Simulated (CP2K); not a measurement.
# MoS2 in CP2K: reference runs

Reference runs on MoS2: the cell as given and a disturbed copy.

All numbers are computed with CP2K 2026.2; they aren't measurements. Logs are shortened: lines on timing, memory, paths and dates and some standing lists are left out, and cuts for length are marked.

## 1. The slab as given

The cell holds a slab with vacuum, 6 atoms: a = 3.185 Å, b = 3.185 Å, c = 21.671 Å, α = 90.00°, β = 90.00°, γ = 120.00°.

## 2. Single point, PBE

File mos2_scf.inp:

```
&GLOBAL
  PROJECT mos2_scf
  RUN_TYPE ENERGY_FORCE
  PRINT_LEVEL LOW
&END GLOBAL
&FORCE_EVAL
  METHOD QS
  STRESS_TENSOR ANALYTICAL
  &DFT
    BASIS_SET_FILE_NAME BASIS_MOLOPT_UZH
    POTENTIAL_FILE_NAME POTENTIAL_UZH
    &MGRID
      CUTOFF 450
      REL_CUTOFF 60
      NGRIDS 4
    &END MGRID
    &QS
      METHOD GPW
      EPS_DEFAULT 1.0E-10
    &END QS
    &KPOINTS
      SCHEME MONKHORST-PACK 10 10 2
      GAMMA_CENTERED T
      SYMMETRY T
      SYMMETRY_BACKEND SPGLIB
    &END KPOINTS
    &SCF
      SCF_GUESS ATOMIC
      EPS_SCF 1.0E-6
      MAX_SCF 100
      ADDED_MOS 24
      CHOLESKY OFF
      EPS_EIGVAL 1.0E-7
      &DIAGONALIZATION ON
        ALGORITHM STANDARD
      &END DIAGONALIZATION
      &MIXING ON
        METHOD BROYDEN_MIXING
        ALPHA 0.4
        BETA 1.5
        NBUFFER 8
      &END MIXING
      &SMEAR ON
        METHOD FERMI_DIRAC
        ELECTRONIC_TEMPERATURE [K] 580.226
      &END SMEAR
    &END SCF
    &XC
      &XC_FUNCTIONAL PBE
      &END XC_FUNCTIONAL
    &END XC
    &PRINT
      &KPOINTS ON
      &END KPOINTS
      &MULLIKEN ON
      &END MULLIKEN
      &MO ON
        ENERGIES T
        OCCUPATION_NUMBERS T
        &EACH
          QS_SCF 0
        &END EACH
        ADD_LAST NUMERIC
      &END MO
      &LOWDIN ON
      &END LOWDIN
      &HIRSHFELD ON
        SHAPE_FUNCTION DENSITY
      &END HIRSHFELD
    &END PRINT
  &END DFT
  &SUBSYS
    &CELL
      ABC 3.1845414560 3.1845414560 21.6705347200
      ALPHA_BETA_GAMMA 90.0000000000 90.0000000000 120.0000000000
      PERIODIC XYZ
    &END CELL
    &COORD
      Mo  -0.0000000002 1.8385958670 18.4450973165
      Mo  1.5922707282 0.9192979333 3.2254374035
      S   1.5922707282 0.9192979333 16.8948990826
      S   -0.0000000002 1.8385958670 1.6740704777
      S   1.5922707282 0.9192979333 19.9964642423
      S   -0.0000000002 1.8385958670 4.7756356374
    &END COORD
    &KIND Mo
      BASIS_SET TZVP-MOLOPT-PBE-GTH-q14
      POTENTIAL GTH-PBE-q14
    &END KIND
    &KIND S
      BASIS_SET TZVP-MOLOPT-PBE-GTH-q6
      POTENTIAL GTH-PBE-q6
    &END KIND
    &PRINT
      &ATOMIC_COORDINATES ON
      &END ATOMIC_COORDINATES
      &CELL ON
      &END CELL
    &END PRINT
  &END SUBSYS
  &PRINT
    &FORCES ON
    &END FORCES
    &STRESS_TENSOR ON
    &END STRESS_TENSOR
  &END PRINT
&END FORCE_EVAL
```

Potentials or basis: POTENTIAL_UZH Mo GTH-PBE-q14, S GTH-PBE-q6; TZVP-MOLOPT-PBE-GTH basis.

Launch:

```sh
$ OMP_NUM_THREADS=1 mpirun -n 3 cp2k.psmp -i mos2_scf.inp -o mos2_scf.out
```

mos2_scf.out:

```text

 CP2K| version string:                                       CP2K version 2026.2
 CP2K| Input file name                                              mos2_scf.inp

 GLOBAL| Force Environment number                                              1
 GLOBAL| Basis set file name                                    BASIS_MOLOPT_UZH
 GLOBAL| Potential file name                                       POTENTIAL_UZH
 GLOBAL| MM Potential file name                                     MM_POTENTIAL
 GLOBAL| Coordinate file name                                      __STD_INPUT__
 GLOBAL| Method name                                                        CP2K
 GLOBAL| Project name                                                   mos2_scf
 GLOBAL| Run type                                                   ENERGY_FORCE
 GLOBAL| FFT library                                                       FFTW3
[... 6 lines left out ...]
 GLOBAL| Total number of message passing processes                             3
 GLOBAL| Number of threads for this process                                    1
 GLOBAL| CPU model name            Intel(R) Xeon(R) Platinum 8375C CPU @ 2.90GHz

 CELL| Volume [angstrom^3]:                                           190.324226
 CELL| Vector a [angstrom]:       3.185     0.000     0.000   |a| =     3.184541
 CELL| Vector b [angstrom]:      -1.592     2.758     0.000   |b| =     3.184541
 CELL| Vector c [angstrom]:       0.000     0.000    21.671   |c| =    21.670535
 CELL| Angle (b,c), alpha [degree]:                                    90.000000
 CELL| Angle (a,c), beta  [degree]:                                    90.000000
 CELL| Angle (a,b), gamma [degree]:                                   120.000000
 CELL| Numerically orthorhombic:                                              NO
 CELL| Periodicity                                                           XYZ

 CELL_REF| Volume [angstrom^3]:                                       190.324226
 CELL_REF| Vector a [angstrom     3.185     0.000     0.000   |a| =     3.184541
 CELL_REF| Vector b [angstrom    -1.592     2.758     0.000   |b| =     3.184541
 CELL_REF| Vector c [angstrom     0.000     0.000    21.671   |c| =    21.670535
 CELL_REF| Angle (b,c), alpha [degree]:                                90.000000
 CELL_REF| Angle (a,c), beta  [degree]:                                90.000000
 CELL_REF| Angle (a,b), gamma [degree]:                               120.000000
 CELL_REF| Numerically orthorhombic:                                          NO
 CELL_REF| Periodicity                                                       XYZ

[... 9 lines left out ...]

  Total number of            - Atomic kinds:                                   2
                             - Atoms:                                          6
                             - Shell sets:                                     6
                             - Shells:                                        50
                             - Primitive Cartesian functions:                 28
                             - Cartesian basis functions:                    154
                             - Spherical basis functions:                    138

  Maximum angular momentum of- Orbital basis functions:                        3
                             - Local part of the GTH pseudopotential:          2
                             - Non-local part of the GTH pseudopotential:      4

 MODULE QUICKSTEP: ATOMIC COORDINATES IN ANGSTROM

   Atom Kind Element         X             Y             Z       Z(eff)     Mass
      1    1 Mo   42     -0.000000      1.838596     18.445097  14.0000  95.9600
      2    1 Mo   42      1.592271      0.919298      3.225437  14.0000  95.9600
      3    2 S    16      1.592271      0.919298     16.894899   6.0000  32.0650
      4    2 S    16     -0.000000      1.838596      1.674070   6.0000  32.0650
      5    2 S    16      1.592271      0.919298     19.996464   6.0000  32.0650
      6    2 S    16     -0.000000      1.838596      4.775636   6.0000  32.0650

 SCF PARAMETERS         Density guess:                                    ATOMIC
[... 9 lines left out ...]
                        --------------------------------------------------------
                        level_shift [a.u.]:                             0.000000
                        added MOs                                        24    0
                        --------------------------------------------------------
                        Mixing method:                            BROYDEN_MIXING
                                                charge density mixing in g-space
                        --------------------------------------------------------
                        Smear method:                                FERMI_DIRAC
                        Electronic temperature [K]:                        580.2
                        Electronic temperature [a.u.]:                  1.84E-03
                        Accuracy threshold:                             1.00E-10
                        --------------------------------------------------------
[... 63 lines left out ...]
     6 Broy./Diag. 0.40E+00    2.5     0.00556012      -176.6067982278  2.69E-01
     7 Broy./Diag. 0.40E+00    2.1     0.00352398      -176.6510700995 -4.43E-02
     8 Broy./Diag. 0.40E+00    2.0     0.00155987      -176.6469061530  4.16E-03
     9 Broy./Diag. 0.40E+00    2.0     0.00132359      -176.6750920880 -2.82E-02
    10 Broy./Diag. 0.40E+00    2.0     0.00060191      -176.6829393894 -7.85E-03
    11 Broy./Diag. 0.40E+00    2.0     0.00068327      -176.6875609889 -4.62E-03
[... 5 lines left out ...]
    17 Broy./Diag. 0.40E+00    1.8     0.00002342      -176.6866743425  3.29E-05
    18 Broy./Diag. 0.40E+00    1.8     0.00001118      -176.6865990383  7.53E-05
    19 Broy./Diag. 0.40E+00    1.8     0.00002249      -176.6865293280  6.97E-05
    20 Broy./Diag. 0.40E+00    1.8     0.00000378      -176.6865424357 -1.31E-05
    21 Broy./Diag. 0.40E+00    1.9     0.00000514      -176.6865896328 -4.72E-05
    22 Broy./Diag. 0.40E+00    1.8     0.00000328      -176.6865968895 -7.26E-06
    23 Broy./Diag. 0.40E+00    1.9     0.00000256      -176.6865842374  1.27E-05
    24 Broy./Diag. 0.40E+00    1.9     0.00000396      -176.6865788183  5.42E-06
    25 Broy./Diag. 0.40E+00    2.0     0.00000209      -176.6865802684 -1.45E-06
    26 Broy./Diag. 0.40E+00    2.1     0.00000092      -176.6865784059  1.86E-06

  *** SCF run converged in    26 steps ***

  Electronic density on regular grids:        -51.9999999998        0.0000000002
  Core density on regular grids:               51.9999999961       -0.0000000039
  Total charge density on r-space grids:       -0.0000000038
  Total charge density g-space grids:          -0.0000000038

  Overlap energy of the core charge distribution:               0.00000000001069
  Self energy of the core charge distribution:               -352.25771164308082
  Core Hamiltonian energy:                                     79.53374365880407
  Hartree energy:                                             120.85540649590521
  Exchange-correlation energy:                                -24.81801691356387
  Electronic entropic energy:                                  -0.00000000397073
  Fermi energy:                                                 0.11075529442036

  Total energy:                                              -176.68657840589549
  Total energy (extrapolated to T->0):                       -176.68657840391012

 MO| EIGENVALUES AND OCCUPATION NUMBERS FOR K POINT 1
 MO|
 MO|  Index      Eigenvalue [a.u.]        Eigenvalue [eV]             Occupation
 MO|      1              -2.160173             -58.781302               2.000000
 MO|      2              -2.160172             -58.781276               2.000000
 MO|      3              -1.219713             -33.190066               2.000000
 MO|      4              -1.219712             -33.190044               2.000000
 MO|      5              -1.213474             -33.020311               2.000000
 MO|      6              -1.213473             -33.020273               2.000000
[... 770 lines left out ...]
 MO|     49               0.582542              15.851764               0.000000
 MO|     50               0.592066              16.110939               0.000000
 MO| Sum:                                                              52.000000
 MO| E(Fermi):            0.110755 a.u.          3.013805 eV

 [... the levels of further k-points ...]

 !-----------------------------------------------------------------------------!
                     Mulliken Population Analysis

 #  Atom  Element  Kind  Atomic population                           Net charge
       1     Mo       1         14.270784                             -0.270784
       2     Mo       1         14.270784                             -0.270784
       3     S        2          5.886291                              0.113709
       4     S        2          5.842925                              0.157075
       5     S        2          5.842925                              0.157075
       6     S        2          5.886291                              0.113709
 # Total charge                             52.000000                 -0.000000

 !-----------------------------------------------------------------------------!

 !-----------------------------------------------------------------------------!
                           Hirshfeld Charges

  #Atom  Element  Kind  Ref Charge     Population                    Net charge
      1       Mo     1      14.000         13.764                         0.236
      2       Mo     1      14.000         13.764                         0.236
      3       S      2       6.000          6.118                        -0.118
      4       S      2       6.000          6.118                        -0.118
      5       S      2       6.000          6.118                        -0.118
      6       S      2       6.000          6.118                        -0.118

  Total Charge                                                            0.000
 !-----------------------------------------------------------------------------!

 LOWDIN POPULATION ANALYSIS

 #  Atom  Element  Kind  Atomic population                           Net charge
       1     Mo       1         15.750261                             -1.750261
       2     Mo       1         15.750261                             -1.750261
       3     S        2          5.130009                              0.869991
       4     S        2          5.119730                              0.880270
       5     S        2          5.119730                              0.880270
       6     S        2          5.130009                              0.869991
 # Total charge                             52.000000                 -0.000000

 ENERGY| Total FORCE_EVAL ( QS ) energy [hartree]           -176.686582162120402

 FORCES| Atomic forces [hartree/bohr]
 FORCES|   Atom     x               y               z               |f|
 FORCES|      1  2.15300093E-09  1.74971494E-08  2.73746071E-04   2.73746072E-04
 FORCES|      2 -2.34259256E-09 -1.70556982E-08 -2.73744228E-04   2.73744229E-04
 FORCES|      3  2.43669973E-11 -1.02938398E-08 -8.28331942E-03   8.28331942E-03
 FORCES|      4  3.96682124E-10  9.89196681E-09 -7.23939715E-03   7.23939715E-03
 FORCES|      5 -2.04641753E-10 -1.02523151E-08  7.23939535E-03   7.23939535E-03
 FORCES|      6 -2.60344859E-11  1.02124793E-08  8.28331938E-03   8.28331938E-03
 FORCES| Sum     7.81253003E-13 -2.57584871E-13  2.85868551E-13
 FORCES| Total atomic force                                       8.70877173E-13

 STRESS| Analytical stress tensor [bar]
 STRESS|                        x                   y                   z
 STRESS|      x        1.24426401591E+04   3.29542110868E-02  -4.51681793459E-04
 STRESS|      y        3.29542110868E-02   1.24426214677E+04   5.04398905571E-03
 STRESS|      z       -4.51681793459E-04   5.04398905571E-03   2.29963588688E+04
 STRESS| 1/3 Trace                                             1.59605401652E+04
 STRESS| Determinant                                           3.56027469930E+12

 STRESS| Eigenvectors and eigenvalues of the analytical stress tensor [bar]
 STRESS|                        1                   2                   3
 STRESS| Eigenvalues   1.24425965596E+04   1.24426650672E+04   2.29963588688E+04
 STRESS|      x          -0.602976995569      0.797758574265     -0.000000042797
 STRESS|      y           0.797758574265      0.602976995569      0.000000477934
 STRESS|      z          -0.000000407081     -0.000000254042      1.000000000000
```

Run time: 58 s. Hardware: 3 MPI ranks of Intel Xeon Platinum 8375C at 2.90GHz (Ice Lake), shared host.

What came out:

```
Free energy            : -4807.8864 eV
Largest force          : 0.426 eV/Å
Band gap on the k mesh : 1.38 eV, indirect (least direct gap 1.91 eV)
Mulliken charges       : Mo -0.27; S +0.11, +0.16 e
Hirshfeld charges      : Mo +0.24; S -0.12 e
```

Forces on the atoms (eV/Å):
```
Mo   0.000  0.000  0.014
Mo   0.000  0.000 -0.014
S    0.000  0.000 -0.426
S    0.000  0.000 -0.372
S    0.000  0.000  0.372
S    0.000  0.000  0.426
```

Caveat: Mulliken charges move with the basis; the basis of atomic orbitals isn't converged, which shifts pressures, moduli and gaps. As with any semilocal functional, this PBE gap is likely too small.

## 3. Single point, PBE (atoms moved at random, drawn with an rms of 0.05 Å)

mos2_scf.inp: that of step 2 with these lines changed.

```diff
@@ -48,3 +48,7 @@
     &XC
-      &XC_FUNCTIONAL PBE
+      &XC_FUNCTIONAL
+        &GGA_X_PBE
+        &END GGA_X_PBE
+        &GGA_C_PBE
+        &END GGA_C_PBE
       &END XC_FUNCTIONAL
@@ -78,8 +82,9 @@
     &COORD
-      Mo  -0.0000000002 1.8385958670 18.4450973165
-      Mo  1.5922707282 0.9192979333 3.2254374035
-      S   1.5922707282 0.9192979333 16.8948990826
-      S   -0.0000000002 1.8385958670 1.6740704777
-      S   1.5922707282 0.9192979333 19.9964642423
-      S   -0.0000000002 1.8385958670 4.7756356374
+      SCALED
+      Mo  0.3438410000 0.6682370000 0.8509060000
+      Mo  0.6779090000 0.3448030000 0.1484600000
+      S   0.6706390000 0.3476130000 0.7784340000
+      S   0.3315440000 0.6662970000 0.0773220000
+      S   0.6510780000 0.3366750000 0.9236970000
+      S   0.3289870000 0.6529680000 0.2183980000
     &END COORD
```

Potentials or basis: POTENTIAL_UZH Mo GTH-PBE-q14, S GTH-PBE-q6; TZVP-MOLOPT-PBE-GTH basis.

Launch:

```sh
$ OMP_NUM_THREADS=1 mpirun -n 3 cp2k.psmp -i mos2_scf.inp -o mos2_scf.out
```

mos2_scf.out:

```text

 CP2K| version string:                                       CP2K version 2026.2
 CP2K| Input file name                                              mos2_scf.inp

 GLOBAL| Force Environment number                                              1
 GLOBAL| Basis set file name                                    BASIS_MOLOPT_UZH
 GLOBAL| Potential file name                                       POTENTIAL_UZH
 GLOBAL| MM Potential file name                                     MM_POTENTIAL
 GLOBAL| Coordinate file name                                      __STD_INPUT__
 GLOBAL| Method name                                                        CP2K
 GLOBAL| Project name                                                   mos2_scf
 GLOBAL| Run type                                                   ENERGY_FORCE
 GLOBAL| FFT library                                                       FFTW3
[... 6 lines left out ...]
 GLOBAL| Total number of message passing processes                             3
 GLOBAL| Number of threads for this process                                    1
 GLOBAL| CPU model name            Intel(R) Xeon(R) Platinum 8375C CPU @ 2.90GHz

 CELL| Volume [angstrom^3]:                                           190.324226
[... 1014 lines left out ...]

 ENERGY| Total FORCE_EVAL ( QS ) energy [hartree]           -176.682628153664695

 FORCES| Atomic forces [hartree/bohr]
 FORCES|   Atom     x               y               z               |f|
 FORCES|      1 -2.39677563E-02  7.96037826E-03  9.86128348E-04   2.52743628E-02
 FORCES|      2 -6.79552515E-03 -2.13175206E-02 -8.91731687E-03   2.40859790E-02
 FORCES|      3  8.34608352E-03 -6.15936931E-03 -1.13163305E-03   1.04343440E-02
 FORCES|      4  4.54878014E-03  7.11029049E-03 -1.24553465E-02   1.50460390E-02
 FORCES|      5  1.56519458E-02 -1.79022309E-03 -6.81076453E-04   1.57687086E-02
 FORCES|      6  2.21594946E-03  1.41964745E-02  2.21962709E-02   2.64409675E-02
 FORCES| Sum    -5.22540791E-07  3.02600362E-08 -2.97364069E-06
 FORCES| Total atomic force                                       3.01935481E-06

 STRESS| Analytical stress tensor [bar]
 STRESS|                        x                   y                   z
 STRESS|      x        1.82538697995E+04  -2.14836565671E+03   3.34588195546E+03
 STRESS|      y       -2.14836565671E+03   9.19876740722E+03   7.50354048035E+03
 STRESS|      z        3.34588195546E+03   7.50354048035E+03   2.54892219898E+04
 STRESS| 1/3 Trace                                             1.76472863988E+04
 STRESS| Determinant                                           2.92372657412E+12

 STRESS| Eigenvectors and eigenvalues of the analytical stress tensor [bar]
 STRESS|                        1                   2                   3
 STRESS| Eigenvalues   5.44554222271E+03   1.85450550588E+04   2.89512619150E+04
 STRESS|      x           0.247917573336      0.942946403037      0.222236265786
 STRESS|      y           0.892974171150     -0.311380973476      0.325021567003
 STRESS|      z          -0.375678062297     -0.117872687067      0.919223598018
```

It took 88 s on 3 MPI ranks of Intel Xeon Platinum 8375C at 2.90GHz (Ice Lake), shared host.

What came out:

```
Free energy            : -4807.7788 eV
Largest force          : 1.360 eV/Å
Band gap on the k mesh : 1.30 eV, indirect (least direct gap 1.78 eV)
Mulliken charges       : Mo -0.26, -0.28; S +0.11, +0.16, +0.15, +0.12 e
Hirshfeld charges      : Mo +0.23, +0.24; S -0.12 e
```

Forces on the atoms (eV/Å):
```
Mo  -1.232  0.409  0.051
Mo  -0.349 -1.096 -0.459
S    0.429 -0.317 -0.058
S    0.234  0.366 -0.640
S    0.805 -0.092 -0.035
S    0.114  0.730  1.141
```

Stress tensor (GPa, compression positive):
```
 1.83 -0.21  0.33
-0.21  0.92  0.75
 0.33  0.75  2.55
```

Levels at points of the mesh, in eV from the valence-band top:
```tsv
k point	band 24	band 25	band 26	band 27	band 28	band 29
(0.00, 0.00, 0.00)	-1.56	-0.47	0.00	2.04	2.08	2.45
(0.00, 0.00, 0.50)	-1.56	-0.47	0.00	2.04	2.08	2.45
(0.00, 0.50, 0.00)	-1.44	-0.91	-0.83	1.86	1.91	2.35
(0.00, 0.50, 0.50)	-1.44	-0.91	-0.83	1.86	1.91	2.35
(0.50, 0.00, 0.00)	-1.41	-1.06	-0.84	1.78	1.93	2.34
(0.50, 0.00, 0.50)	-1.41	-1.06	-0.84	1.78	1.93	2.34
(0.50, 0.50, 0.00)	-1.29	-1.09	-0.97	1.80	1.84	2.34
(0.50, 0.50, 0.50)	-1.29	-1.09	-0.97	1.80	1.84	2.34
```

Caveat: Mulliken charges move with the basis; the basis of atomic orbitals isn't converged, which shifts pressures, moduli and gaps.
